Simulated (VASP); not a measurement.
**TlBr: relaxation of cell and atoms with PBE**

The system is TlBr.

```xyz
2
Lattice="3.9775 0.0000 0.0000 0.0000 3.9775 0.0000 0.0000 0.0000 3.9775" Properties=species:S:1:pos:R:3 pbc="T T T"
Tl    0.0000    0.0000    0.0000
Br    1.9888    1.9888    1.9888
```

- Program: VASP 6.6.1
- Task: relaxation of cell and atoms
- Functional: PBE
- Potentials or basis: VASP PAW PBE potentials, release 64 (Tl_d, Br)
- Cutoff: 600 eV
- k mesh: 5 × 5 × 5
- Occupations: fermi-dirac, width 0.1 eV
- Spin: no spin polarisation
- Dipole correction: no
- Further INCAR settings: ALGO = Fast; EDIFF = 1e-06; IBRION = 2; EDIFFG = -0.01; NSW = 60; ISIF = 3

```json
{"Relaxed volume": "33.15 Å³/atom", "Relaxed cell": "a = 4.047 Å, b = 4.047 Å, c = 4.047 Å, α = 90.00°, β = 90.00°, γ = 90.00°", "Space group after relaxing (to 0.05 Å)": "Pm-3m (No. 221)", "Energy gained by relaxing": "6.6 meV/atom", "Ionic steps": "3", "Pressure after relaxing": "0.0 GPa", "Band gap on the k mesh": "2.64 eV, indirect (least direct gap 2.68 eV)"}
```

The path:
| step | energy change (eV) | largest force (eV/Å) | pressure (GPa) | volume (Å³) |
| --- | --- | --- | --- | --- |
| 1 | 0.0000 | 0.0000 | 1.26 | 62.93 |
| 2 | -0.0116 | 0.0000 | 0.39 | 65.20 |
| 3 | -0.0132 | 0.0000 | 0.04 | 66.30 |

Final structure:
```xyz
2
Lattice="4.0473 0.0000 0.0000 0.0000 4.0473 0.0000 0.0000 0.0000 4.0473" Properties=species:S:1:pos:R:3 pbc="T T T"
Tl    0.0000    0.0000    0.0000
Br    2.0237    2.0237    2.0237
```

Levels at points of the mesh, in eV from the valence-band top:
```tsv
k point	band 7	band 8	band 9	band 10	band 11	band 12	band 13	band 14
(0.00, 0.00, 0.00)	-4.33	-0.89	-0.89	-0.89	7.26	7.26	7.35	7.35
```

Run time: 15 s on 1 thread of Intel(R) Xeon(R) Platinum 8488C (Sapphire Rapids), on a shared host, peak memory 0.18 GiB.

Caveat: spin-orbit coupling is left out, which as a rule narrows the gap of such compounds by several tenths of an eV; an odd mesh through Γ misses points on the zone boundary, where band edges often lie.
